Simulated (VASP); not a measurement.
A run of VASP 6.6.1 is set up as follows.

File INCAR:

```
ALGO     = Normal         # electronic algorithm
EDIFF    = 1E-8           # SCF threshold, eV
ENCUT    = 700            # plane-wave cutoff, eV
GGA      = PE             # functional
IBRION   = 8              # ionic algorithm
ISIF     = 2              # what is computed and relaxed
ISMEAR   = 0              # smearing method
KPAR     = 4            
LASPH    = True           # aspherical terms in the spheres
LCHARG   = False          # write CHGCAR
LEPSILON = True           # dielectric tensor by DFPT
LREAL    = False          # projectors in reciprocal space
LWAVE    = False          # write WAVECAR
NELM     = 80             # most SCF steps
NSW      = 1              # ionic steps
PREC     = Accurate       # precision mode
SIGMA    = 0.02           # smearing width, eV
```

The input KPOINTS:

```
k-points
0
Gamma
  12 12 6
```

POSCAR

```
SiC                                     
1.0
    3.0907834990      0.0000000000      0.0000000000
   -1.5453917495      2.6766970257      0.0000000000
    0.0000000000      0.0000000000      5.0724970036
  Si              C             
     2     2
Direct
     0.3333333300000021    0.6666666699999979    0.0045837645064211
     0.6666666699999979    0.3333333300000021    0.5045837645064211
     0.3333333300000021    0.6666666699999979    0.3804162354935769
     0.6666666699999979    0.3333333300000021    0.8804162354935769
```

Potentials or basis: VASP PAW PBE potentials, release 64 (Si, C).

Run with:

```console
$ cat potpaw_PBE.64/Si/POTCAR potpaw_PBE.64/C/POTCAR > POTCAR
$ mpirun -np 4 vasp_std > vasp.out
```

(1) Estimate the electronic dielectric tensor (diagonal).

(2) What does it give for the Born charges (mean of the diagonal)?

(3) What does it give for the highest phonon frequency at Γ, LO-TO splitting left out?

(4) What does it give for the band gap on the k mesh?

## Answers

(1) 6.96, 6.96, 7.32.

(2) Si +2.71; C -2.71 e.

(3) 817 cm⁻¹.

(4) 2.30 eV, indirect (least direct gap 3.95 eV).
